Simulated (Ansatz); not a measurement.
# Electron scattering at the Σ3 (112) boundary in bcc Ta with H (interstitial), part 2 of 2

Wanted: what the Σ3 (112) boundary in bcc Ta with H (interstitial) costs an interconnect.

Ansatz 0.2.0; Ansatz plane-wave DFT, PBE, PAW files; relaxation of a bicrystal slab with its lowest layers held; PAW set soft_1 (the session's first sound run).

So far. Step 2 (Relaxing the bicrystal): The largest force component on a free atom ends at 0.018 eV/Å, under the tolerance of 0.03, after 6 steps.

### Step 3. Transmission across the boundary

Bulk layers of each grain are laid under and over the relaxed boundary, and a lead is named in the middle of each, away from the free faces. The mesh across the current, 22×14, is finer than the density's, because channels open and close sharply across the zone. Energies from -0.1 to 0.1 eV in steps of 0.05 eV are too few for the program's thermal sum, so it prints no conductance; for a metal the transmission near the Fermi level serves, at a fraction of the cost.

This step: Ansatz plane-wave DFT, PBE, PAW files; ballistic transport by layer matching (Landauer), zero bias; boundary relaxed in a short slab, bulk layers laid on; PAW set soft_1 (Ansatz 0.2.0).

System of this step: Σ3 (112) boundary in bcc Ta with H (interstitial). The cell holds 34 atoms: 33 Ta and 1 H. Its edges and angles: a = 2.860 Å, b = 4.671 Å, c = 51.416 Å, α = 90.0°, β = 90.0°, γ = 90.0°. It derives from Ta. Regions: lower grain, 13 atoms (13 Ta); boundary, 10 atoms (9 Ta and 1 H); upper grain, 11 atoms (11 Ta). Vacuum lies along c.

Input file input.yaml:

```yaml
crystal:
  lattice:
    - [2.8601008575, 0.0, 0.0]
    - [0.0, 4.6705251426, 0.0]
    - [0.0, 0.0, 51.4155635911]
  atoms:
    - { symbol: Ta, position: [-5.6666666666, -8.5, 0.0777974551] }
    - { symbol: Ta, position: [-5.3333333333, -8.0, 0.1040203413] }
    - { symbol: Ta, position: [-5.0, -7.5, 0.1302432275] }
    - { symbol: Ta, position: [-4.6666666666, -7.0, 0.1564661138] }
    - { symbol: Ta, position: [-4.3333333333, -6.5, 0.182689] }
    - { symbol: Ta, position: [-4.0, -6.0, 0.2089118862] }
    - { symbol: Ta, position: [-3.6666666666, -5.5, 0.2351347724] }
    - { symbol: Ta, position: [-3.3333333333, -5.0, 0.2613576587] }
    - { symbol: Ta, position: [-3.0, -4.5, 0.2875805449] }
    - { symbol: Ta, position: [-2.6666666666, -4.0, 0.3138034311] }
    - { symbol: Ta, position: [-2.3333333333, -3.5, 0.3400263173] }
    - { symbol: Ta, position: [-2.0, -3.0, 0.3662492036] }
    - { symbol: Ta, position: [-1.6666666666, -2.5, 0.3924720898] }
    - { symbol: Ta, position: [0.6666666667, 0.0, 0.418694976] }
    - { symbol: Ta, position: [0.0089984617, 0.5005944625, 0.4454318444] }
    - { symbol: Ta, position: [0.3513462119, 0.000458571, 0.471603901] }
    - { symbol: Ta, position: [0.6894245082, 0.5014441902, 0.4972474621] }
    - { symbol: Ta, position: [0.0400562895, -0.0027935254, 0.5262708225] }
    - { symbol: H, position: [0.141936589, 0.4307393439, 0.5265220437] }
    - { symbol: Ta, position: [0.6655048137, 0.5012084858, 0.5550503609] }
    - { symbol: Ta, position: [0.3358851333, 0.0001026799, 0.5807154473] }
    - { symbol: Ta, position: [0.0023445399, 0.5004932714, 0.6072127669] }
    - { symbol: Ta, position: [0.6573106627, -2.81447e-05, 0.6337507964] }
    - { symbol: Ta, position: [-1.6760226706, -2.5000281447, 0.6599736827] }
    - { symbol: Ta, position: [-2.0093560039, -3.0000281447, 0.6861965689] }
    - { symbol: Ta, position: [-2.3426893373, -3.5000281447, 0.7124194551] }
    - { symbol: Ta, position: [-2.6760226706, -4.0000281447, 0.7386423413] }
    - { symbol: Ta, position: [-3.0093560039, -4.5000281447, 0.7648652276] }
    - { symbol: Ta, position: [-3.3426893373, -5.0000281447, 0.7910881138] }
    - { symbol: Ta, position: [-3.6760226706, -5.5000281447, 0.817311] }
    - { symbol: Ta, position: [-4.0093560039, -6.0000281447, 0.8435338862] }
    - { symbol: Ta, position: [-4.3426893373, -6.5000281447, 0.8697567725] }
    - { symbol: Ta, position: [-4.6760226706, -7.0000281447, 0.8959796587] }
    - { symbol: Ta, position: [-5.0093560039, -7.5000281447, 0.9222025449] }
kpoints:
  mp_grid: { grid: [9, 6, 1] }
hamiltonian:
  xc: pbe
  pseudopotentials: { kind: paw, azcp: { folder: soft_1 } }
scf:
  occupations: { method: fermi_dirac, width: 0.1 }
output:
  transmission:
    leads: [[7, 8], [27, 28]]
    kmesh: [22, 14]
    e_range: [-0.1, 0.1]
    de: 0.05
  write_potential: true
  write_density: true
  volumetric_format: npy
  elf: true
```

Started as:

```sh
> ansatz run input.yaml --threads 4 --pin off --max-ram 15360MiB --backend cpu --events-out ev --progress --plain --runs-dir out
```

Numbers of over 12 decimals in the logs are rounded to 6 here.

The program printed:

```text
[...]
Crystal: 34 atoms, lattice volume = 686.818 Å³
Basis set: ecut = 420 eV, 13453 PW (Γ)
Bands: 258, of which v1, the nominal top of the filled ones, is band 215 counted from 1 (214 counted from 0)
Symmetry: 1 space group operations
[...]
k-points: 28 of 54 (time reversal used)
[...]
SCF iter   1: F=—  HF=-327820.137640 eV  |F-HF|=—  |Δ(HF+E_count)|=         —  Δρ=5.07e-2  dr2=8.77e2  ethr=3.10e-3  ⟨swp⟩=7.8  Hψ=30508  notcnv=0  defer=81
[...]
SCF iter  12: F=-327808.578914 eV  HF=-327808.578914 eV  |F-HF|=1.16e-10  |Δ(HF+E_count)|=   7.86e-9  Δρ=4.78e-7  dr2=2.59e-9  ethr=2.33e-11  ⟨swp⟩=19.7  Hψ=27357  notcnv=0
SCF 1 converged in 12 iterations: F = -327808.578914 eV  dr2 = 2.59e-9
[...]
transmission: 827 of 8268 steps passed
transmission: 1655 of 8268 steps passed
[...]
transmission: 8268 of 8268 steps passed
WARN: The output density's exchange-correlation potential varies sharply where the density is thin. Do not read a vacuum level from v_tot or v_xc, or from such a field of the output density. On a cell that repeats whose density bears no net charge and no dipole along the vacuum's axis use v_es (v_loc + v_h of the components); under efield.dipole_correction with no amplitude use v_es + v_field, which holds any externa [...]
SCF converged after 12 iterations
Free energy (F): -327808.578914 eV
[...]
Internal energy: -327807.118601 eV  (E = F + TS)
E sigma→0 (E₀):  -327807.848758 eV
Entropy (-TS):   -1.460313 eV (-42.950 meV/atom)
Fermi energy:    15.640470 eV
[...]
--- Band table (eV; the first three rows and the last of 28) ---
  k-point 0: bands = [... 211 lower, 15.6997, 15.7796, 15.8198, 15.8497, 15.8972, 15.8996, 15.9911, 16.0415, ... 39 higher]
  k-point 1: bands = [... 211 lower, 15.5821, 15.5973, 15.6554, 15.7210, 15.7769, 15.8463, 15.8567, 15.9129, ... 39 higher]
  k-point 2: bands = [... 211 lower, 15.5497, 15.5782, 15.6006, 15.6433, 15.6503, 15.6612, 15.7132, 15.7528, ... 39 higher]
  k-point 27: bands = [... 211 lower, 15.4638, 15.5157, 15.5530, 15.6391, 15.7426, 15.8510, 15.9328, 16.0953, ... 39 higher]
--- Transmission ---
  basis      : 119 plane waves across, 53 finite elements along
  points     : 156, standing for a mesh of 22 x 14
  energies   : 5 from -0.100000 to 0.100000 eV about the Fermi level, 0.050000 eV apart; the leads are filled to 0.000000 eV, and channels, transmission and decay are at 0.000000 eV
  crystal 0  : Ta2, at the sites [7, 8], period 2.6965 Å, over 18.88 Å; its Hamiltonian steps by up to 9.7 meV
    offset         : up to 0.0000 Å between an atom of the period and one for which it stands
    channels       : 3.029221e0 a spin
    conductance    : none, the energies end too early or step too widely for 300 K: set another output.transmission.e_range or a lower de, or, where they end at an eighth of basis.ecutwfc, a higher one
[...]
channels       : 3.042208e0 a spin
[...]
junction   : crystal 0 to crystal 1, 14.11 to 37.30 Å
    transmission   : 1.648627e0 a spin
[...]
```

Elapsed: 9.9 min, on 4 threads of Arm Neoverse V2, shared host; peak memory 6.7 GiB.

Numbers from this step:

* free energy: -327808.5789 eV
* energy at zero smearing: -327807.8488 eV
* Fermi energy: 15.64 eV
* cell area: 13.36 Å²
* transmission per spin nearest the Fermi level: 1.649
* open channels per spin nearest the Fermi level: 3.029
* open channels per spin, upper lead: 3.042
* step of the lead's potential: 9.7 meV
* step of the upper lead's potential: 9.7 meV

Per spin. Table of transmission, zone mean by energy, zero at the Fermi level:

```csv
energy (eV),"transmission, zone mean"
-0.1000,1.77
-0.0500,1.71
0.0000,1.65
0.0500,1.57
0.1000,1.48
```

Per spin. The open channels, zone mean by energy, zero at the Fermi level:

```csv
energy (eV),lead,upper lead
-0.1000,3.18,3.17
-0.0500,3.08,3.09
0.0000,3.03,3.04
0.0500,2.93,2.93
0.1000,2.73,2.73
```

Transmission over k1 and k2. At 0.0000 eV from the Fermi level.

Values, 14 rows by 16 columns, each cell a mean:
```
1.52 2.36 2.45 1.60 1.25 2.23 2.85 1.94 1.80 2.02 3.08 1.78 1.35 1.68 2.49 2.22
1.69 1.95 2.15 1.18 1.60 2.01 2.23 2.13 1.89 2.13 2.38 1.98 1.53 1.15 2.21 1.73
1.74 1.63 1.09 0.98 1.24 1.69 1.87 2.39 2.57 2.12 1.88 1.57 1.14 1.02 1.36 1.58
2.06 1.79 1.08 0.86 1.19 1.24 1.51 2.37 2.64 2.22 1.20 1.33 1.06 0.92 1.44 1.93
0.99 1.07 1.13 0.96 1.00 1.20 1.87 1.88 1.85 1.83 1.60 1.10 0.96 1.00 1.13 1.03
1.04 1.08 1.15 0.92 1.37 2.02 2.06 1.90 1.86 1.88 2.17 1.92 1.27 0.96 1.14 1.02
1.08 1.09 1.17 1.00 1.52 2.24 2.20 1.91 1.88 1.93 2.32 2.10 1.28 1.05 1.19 1.04
1.04 1.06 1.13 0.93 1.51 2.01 2.09 1.87 1.87 1.91 2.11 1.88 1.20 0.94 1.17 1.03
0.98 1.05 1.13 0.96 0.99 1.22 1.70 1.84 1.86 1.89 1.79 1.04 0.99 0.99 1.14 1.04
2.07 1.88 1.24 0.87 1.20 1.26 1.43 2.38 2.62 2.24 1.27 1.29 1.09 0.85 1.28 1.88
1.71 1.54 1.27 0.97 1.26 1.69 1.86 2.34 2.58 2.21 1.84 1.57 1.14 0.98 1.24 1.69
1.69 1.91 2.09 1.05 1.63 2.13 2.35 2.07 1.90 2.19 2.18 1.90 1.51 1.31 2.27 1.74
1.54 2.34 2.38 1.51 1.22 2.31 2.87 1.89 1.81 2.06 3.04 1.72 1.40 1.76 2.57 2.19
1.40 2.45 2.47 1.63 1.21 1.81 2.42 1.19 0.95 1.45 2.58 1.42 1.36 1.82 2.57 2.35
```
Columns: k1 (b1) from -0.5 to 0.455; rows upwards: k2 (b2) from -0.5 to 0.429.

Open channels over k1 and k2. At 0.0000 eV from the Fermi level.

Ten even steps from '0' (1.00) to '9' (5.00):
```
7777722797555797227777
5577225777757777522775
5555225777999777522555
7752005957999759500257
2222002755555557200222
2222005755555557500222
2222205755555557502222
2222005755555557500222
2222002755555557200222
7752005957999759500257
5555225777999777522555
5577225777757777522775
7777722797555797227777
7777722777222777227777
```
Columns: k1 (b1) from -0.5 to 0.455; rows upwards: k2 (b2) from -0.5 to 0.429.

ELF in the ca plane at fractional y = 0.500, with atoms of Ta within 0.2 Å of it. It is the smooth field of the valence electrons, not physical close to the nuclei.

Ten even steps from '0' (0.14) to '9' (0.95), each cell a mean:
```
32111232165474112676203204762112753630321112
33211232026651115625501036456111367401331112
21232013201212215504611156027222122112201321
12676302321123302667401036565124211233115764
15624612311112310354002103651023111123046256
04614721124530232111147620111220145312156036
02667511156662144221279941223420566631136664
20243111273064121121048720111322720641213430
```
Columns run along c (16.0 Å, from fractional 0.37 to 0.68 of the cell), rows up along a (2.9 Å). Atoms in or near the plane, at fractional coordinates: Ta at (0.39, 0.33), Ta at (0.45, 0.01), Ta at (0.50, 0.69), Ta at (0.56, 0.67), Ta at (0.61, 0.00), Ta at (0.66, 0.32).

Valence density in the ca plane at fractional y = 0.500, with atoms of Ta within 0.2 Å of it. It is the smooth field of the valence electrons, not physical close to the nuclei.

Ten even steps from '0' (0.2 e/Å³) to '9' (4.5 e/Å³), each cell a mean:
```
00000000059982001475100002541001599720000000
00000000014530003999400027995000256300000000
00111000000100003989500039896100011000000110
01476200000000001697200016984000000000014762
03899500000000000232000002431000000000038995
03889500013310000000000000000000033100039895
01587300048961000000001000000000389610016973
00121000169893000010000000000001698820001220
```
Columns run along c (16.0 Å, from fractional 0.37 to 0.68 of the cell), rows up along a (2.9 Å). Atoms in or near the plane, at fractional coordinates: Ta at (0.39, 0.33), Ta at (0.45, 0.01), Ta at (0.50, 0.69), Ta at (0.56, 0.67), Ta at (0.61, 0.00), Ta at (0.66, 0.32).

Electrostatic potential energy in the ca plane at fractional y = 0.500, with atoms of Ta within 0.2 Å of it. With pseudopotentials it is smooth inside the atoms' cores, unlike the true potential.

Ten even steps from '0' (-51 eV) to '9' (17 eV), each cell a mean:
```
99999999741026897434689985446897410269999899
99999999864358985101489862014798643589999999
99767899988789985100489851003799877899997778
97423689999999996312589963114899999999974336
85200479998899998656899986457999988999852014
85100379975568999988998998889999755689851003
97422589852136999999997899999998521379963225
98766899730015899877898898889997300158987668
```
Columns run along c (16.0 Å, from fractional 0.37 to 0.68 of the cell; values clipped at the 3rd and 97th percentile), rows up along a (2.9 Å). Atoms in or near the plane, at fractional coordinates: Ta at (0.39, 0.33), Ta at (0.45, 0.01), Ta at (0.50, 0.69), Ta at (0.56, 0.67), Ta at (0.61, 0.00), Ta at (0.66, 0.32).

Over the solved energies the transmission per spin lies between 1.48 and 1.77, out of 2.99 channels of the lead on average (up to 3.18).

### Step 4. Specific resistance

This step: Ansatz plane-wave DFT, PBE, PAW files; ballistic transport by layer matching (Landauer), zero bias; specific resistance of the boundary; PAW set soft_1 (Ansatz 0.2.0).

This step gave:

```yaml
area_resistance: 0.4776 fΩ m²
t_over_the_leads_mean_channel_count: 0.5468
```

Averaged over the energies near the Fermi level, 54.7 % of the channels pass, which makes 0.478 fΩ m².

By hand, with T and the leads' channels N averaged over the energies near the Fermi level: RA = A (h/2e²)(1/T − ½[1/N₁ + 1/N₂]) = 13.36×10⁻²⁰ m² × 12 906 Ω × (1/1.636 − ½[1/2.991 + 1/2.994]) = 0.478 fΩ m².

### Step 5. Summary of results

- specific resistance of the boundary: 0.478 fΩ m²
- share of channels that pass: 0.547

In words: The boundary has a specific resistance of 0.48 fΩ m². The boundary reflects 45 % of the channels; 0.48 fΩ m² is 4.8×10⁻¹² Ω·cm². That equals the resistance of 3.5 nm of bulk Ta at 300 K (measured 13.5 µΩ cm, CRC Handbook of Chemistry and Physics, 84th ed., 2003, Electrical Resistivity of Pure Metals). One H in 13.4 Å² of boundary is a high coverage. One starting structure was relaxed; another shift or atom count at the boundary may lie lower. Spin-orbit coupling is left out, which matters for Ta.

[Logs are printed without paths, hosts, clocks, repeated set-up lines and the standing remarks that a program may print on its own settings, such as how far it seeks lower states.]

[Hosts, paths, dates, database ids (printed as entryN), source tags and the programs' standing remarks are cut or masked in the printed files.]
